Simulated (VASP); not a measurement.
Ge, 2 atoms in the cell. Symmetry: Fd-3m, No. 227, cubic system. Conventional cell: a = 5.658 Å, b = 5.658 Å, c = 5.658 Å, α = 90.00°, β = 90.00°, γ = 90.00°. Around Ge (site symmetry -43m) lie 4 Ge at 2.45 Å. 

| Quantity | Value |
| --- | --- |
| Program | VASP 6.6.1 |
| Task | relaxation of cell and atoms |
| Functional | vdW-DF2 |
| Potentials or basis | VASP PAW PBE potentials, release 64 (Ge_d) |
| Cutoff | 600 eV |
| k mesh | 8 × 8 × 8 |
| Occupations | fermi-dirac, width 0.05 eV |
| Spin | no spin polarisation |
| Further INCAR settings | ALGO = Normal; EDIFF = 1e-06; IBRION = 2; EDIFFG = -0.01; NSW = 40; ISIF = 3 |

Potentials or basis: VASP PAW PBE potentials, release 64 (Ge_d).

Command:

```console
$ cat potpaw_PBE.64/Ge_d/POTCAR > POTCAR
$ mpirun -np 1 vasp_std > vasp.out
```

Hardware: 1 thread of Intel(R) Xeon(R) Platinum 8488C (Sapphire Rapids) (shared host).

Problem. Estimate the wall time of this run.

Solution. Run time: 9.9 min on 1 thread of Intel(R) Xeon(R) Platinum 8488C (Sapphire Rapids), on a shared host, peak memory 0.38 GiB. Counts: scf iterations 65, k points 29, ion steps 11.
